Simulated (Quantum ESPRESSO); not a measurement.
# Ba (Im-3m) in Quantum ESPRESSO: further runs, part 3 of 3

Quantum ESPRESSO 7.5. Earlier steps stand in the parts before.

### 5 Band structure, PW91, spin-orbit coupling, no magnetisation (cell strained at random at fixed volume)

Contents of pw.in:

```
&CONTROL
  calculation = 'scf'
  prefix = 'pwscf'
  outdir = './tmp'
  pseudo_dir = './pseudo'
  tprnfor = .true.
  tstress = .true.
  disk_io = 'low'
/
&SYSTEM
  ibrav = 0
  A = 4.45731503
  nat = 1
  ntyp = 1
  ecutwfc = 90
  nbnd = 20
  input_dft = 'pw91'
  occupations = 'smearing'
  smearing = 'mv'
  degauss = 0.00734986
  noncolin = .true.
  lspinorb = .true.
/
&ELECTRONS
  conv_thr = 2d-10
  electron_maxstep = 120
  mixing_beta = 0.5
/
ATOMIC_SPECIES
Ba   137.3270 Ba.upf
CELL_PARAMETERS alat
  -0.5727010505    0.5706679880    0.5885164011
   0.5415239856   -0.5742766627    0.5609480109
   0.5562507885    0.5578264007   -0.5921250758
ATOMIC_POSITIONS alat
Ba     0.0000000000    0.0000000000    0.0000000000
K_POINTS automatic
4 4 4 0 0 0
```

Contents of bands.in:

```
&CONTROL
  calculation = 'bands'
  prefix = 'pwscf'
  outdir = './tmp'
  pseudo_dir = './pseudo'
  disk_io = 'low'
  verbosity = 'high'
/
&SYSTEM
  ibrav = 0
  A = 4.45731503
  nat = 1
  ntyp = 1
  ecutwfc = 90
  nbnd = 20
  input_dft = 'pw91'
  occupations = 'smearing'
  smearing = 'mv'
  degauss = 0.00734986
  noncolin = .true.
  lspinorb = .true.
/
&ELECTRONS
  conv_thr = 1d-08
  electron_maxstep = 120
  mixing_beta = 0.5
  diago_full_acc = .true.
/
ATOMIC_SPECIES
Ba   137.3270 Ba.upf
CELL_PARAMETERS alat
  -0.5727010505    0.5706679880    0.5885164011
   0.5415239856   -0.5742766627    0.5609480109
   0.5562507885    0.5578264007   -0.5921250758
ATOMIC_POSITIONS alat
Ba     0.0000000000    0.0000000000    0.0000000000
K_POINTS crystal
60
-0.5000000000  0.0000000000  0.0000000000 1
-0.4285714286  0.0000000000  0.0000000000 1
-0.3571428571  0.0000000000  0.0000000000 1
-0.2857142857  0.0000000000  0.0000000000 1
-0.2142857143  0.0000000000  0.0000000000 1
-0.1428571429  0.0000000000  0.0000000000 1
-0.0714285714  0.0000000000  0.0000000000 1
 0.0000000000  0.0000000000  0.0000000000 1
 0.0714285714  0.0000000000 -0.0714285714 1
 0.1428571429  0.0000000000 -0.1428571429 1
 0.2142857143  0.0000000000 -0.2142857143 1
 0.2857142857  0.0000000000 -0.2857142857 1
 0.3571428571  0.0000000000 -0.3571428571 1
 0.4285714286  0.0000000000 -0.4285714286 1
 0.5000000000  0.0000000000 -0.5000000000 1
 0.0000000000  0.0000000000 -0.5000000000 1
 0.0000000000  0.0000000000 -0.4375000000 1
 0.0000000000  0.0000000000 -0.3750000000 1
 0.0000000000  0.0000000000 -0.3125000000 1
 0.0000000000  0.0000000000 -0.2500000000 1
 0.0000000000  0.0000000000 -0.1875000000 1
 0.0000000000  0.0000000000 -0.1250000000 1
 0.0000000000  0.0000000000 -0.0625000000 1
 0.0000000000  0.0000000000  0.0000000000 1
 0.0000000000 -0.0714285714  0.0714285714 1
 0.0000000000 -0.1428571429  0.1428571429 1
 0.0000000000 -0.2142857143  0.2142857143 1
 0.0000000000 -0.2857142857  0.2857142857 1
 0.0000000000 -0.3571428571  0.3571428571 1
 0.0000000000 -0.4285714286  0.4285714286 1
 0.0000000000 -0.5000000000  0.5000000000 1
-0.5000000000 -0.5000000000  0.5000000000 1
-0.4545454545 -0.4545454545  0.4545454545 1
-0.4090909091 -0.4090909091  0.4090909091 1
-0.3636363636 -0.3636363636  0.3636363636 1
-0.3181818182 -0.3181818182  0.3181818182 1
-0.2727272727 -0.2727272727  0.2727272727 1
-0.2272727273 -0.2272727273  0.2272727273 1
-0.1818181818 -0.1818181818  0.1818181818 1
-0.1363636364 -0.1363636364  0.1363636364 1
-0.0909090909 -0.0909090909  0.0909090909 1
-0.0454545455 -0.0454545455  0.0454545455 1
 0.0000000000  0.0000000000  0.0000000000 1
 0.0625000000 -0.0625000000  0.0000000000 1
 0.1250000000 -0.1250000000  0.0000000000 1
 0.1875000000 -0.1875000000  0.0000000000 1
 0.2500000000 -0.2500000000  0.0000000000 1
 0.3125000000 -0.3125000000  0.0000000000 1
 0.3750000000 -0.3750000000  0.0000000000 1
 0.4375000000 -0.4375000000  0.0000000000 1
 0.5000000000 -0.5000000000  0.0000000000 1
 0.0000000000 -0.5000000000  0.0000000000 1
 0.0000000000 -0.4375000000  0.0000000000 1
 0.0000000000 -0.3750000000  0.0000000000 1
 0.0000000000 -0.3125000000  0.0000000000 1
 0.0000000000 -0.2500000000  0.0000000000 1
 0.0000000000 -0.1875000000  0.0000000000 1
 0.0000000000 -0.1250000000  0.0000000000 1
 0.0000000000 -0.0625000000  0.0000000000 1
 0.0000000000  0.0000000000  0.0000000000 1
```

Potentials or basis: PseudoDojo 0.4 FR PBE stringent.

Run with:

```bash
$ OMP_NUM_THREADS=1 pw.x -in pw.in > pw.out
$ OMP_NUM_THREADS=1 pw.x -in bands.in > bands.out
```

It took 6.4 min on 1 thread of Arm Neoverse V1, shared host; peak memory 0.29 GiB.

Results (log left out):

```
Free energy            : -765.4294 eV
Pressure               : 0.2 GPa
Band gap on the k mesh : none (metal or under the smearing width)
```

Stress tensor (GPa, compression positive):
```
0.17 0.36 0.68
0.36 0.18 0.13
0.68 0.13 0.15
```

Levels at the corners of the path, in eV from the Fermi level:
```
point  band 6  band 7  band 8  band 9  band 10  band 11  band 12  band 13  band 14  band 15
    X  -13.67  -13.35  -13.35   -0.99    -0.99     0.75     0.75     1.12     1.12     2.86
    Γ  -13.30  -13.27  -13.27   -2.83    -2.83     1.42     1.42     1.71     1.71     1.95
    Y  -13.63  -13.34  -13.34   -1.02    -1.02     0.51     0.51     1.01     1.01     3.25
    L  -13.68  -13.38  -13.38   -0.95    -0.95     0.47     0.47     1.34     1.34     3.14
    Γ  -13.30  -13.27  -13.27   -2.83    -2.83     1.42     1.42     1.71     1.71     1.95
    Z  -13.65  -13.35  -13.35   -1.00    -1.00     0.71     0.71     1.08     1.08     2.94
    N  -13.69  -13.61  -13.61   -0.67    -0.67    -0.60    -0.60     3.80     3.80     4.26
    Γ  -13.30  -13.27  -13.27   -2.83    -2.83     1.42     1.42     1.71     1.71     1.95
    M  -13.65  -13.36  -13.36   -0.99    -0.99     0.43     0.43     1.15     1.15     3.34
    R  -13.69  -13.39  -13.39   -0.94    -0.94     0.60     0.60     1.37     1.37     2.87
    Γ  -13.30  -13.27  -13.27   -2.83    -2.83     1.42     1.42     1.71     1.71     1.95
```

Caveat: the k mesh is coarse (spacing up to 0.46 Å⁻¹), so the values aren't converged; the potentials were made for another functional, which shifts forces and pressure.

### 6 Overview

```tsv
task	level	potentials or basis	spin	fixed moment (μB)	cell	k mesh	cutoff (eV)	smearing	mixing beta	dos occupations	mesh quality	gap on the mesh (eV)	pressure (GPa)	moment (μB)
density of states	RPBE	SPMS 1.0 PBE	off	-	cell strained at random at fixed volume	8 × 8 × 8	544	gaussian 0.1 eV	0.5	tetrahedra_opt	not flagged	none	0.7	-
projected density of states	PBEsol+D2	PseudoDojo 0.4 FR PBEsol stringent	non-collinear, ferromagnetic start, SOC	-	as given	4 × 4 × 4	1225	gaussian 0.2 eV	0.3	tetrahedra_opt	coarse	none	-8.3	0.00
band structure	revPBE+D3(BJ)	JTH 2.0 PBE	collinear, ferromagnetic start	0.2	as given	8 × 8 × 8	490	fermi-dirac 0.025 eV	0.3	-	not flagged	-	-0.2	0.20
band structure	PW91	PseudoDojo 0.4 FR PBE stringent	SOC, no magnetisation	-	cell strained at random at fixed volume	4 × 4 × 4	1225	cold 0.1 eV	0.5	-	coarse	none	0.2	-
```

Caveats: some runs use coarse meshes; the potentials were made for another functional, which shifts forces and pressure (some runs); D2 keeps the scale fitted for PBE (some runs); non-collinear GGA energies in this program can be off by tens of meV an atom and hang on the start (some runs); pairwise dispersion overbinds metals, which lowers pressure and volume (some runs); this set's barium file shifts pressures by 1.5 GPa and gaps by 0.1 eV against other sets (some runs); the cutoff is low for these files, which shifts pressure and relaxed volume (some runs); the total moment is fixed, so each spin has its own Fermi level (some runs).

Total energies depend on the potentials used, so only differences within one code and one set of settings carry meaning.
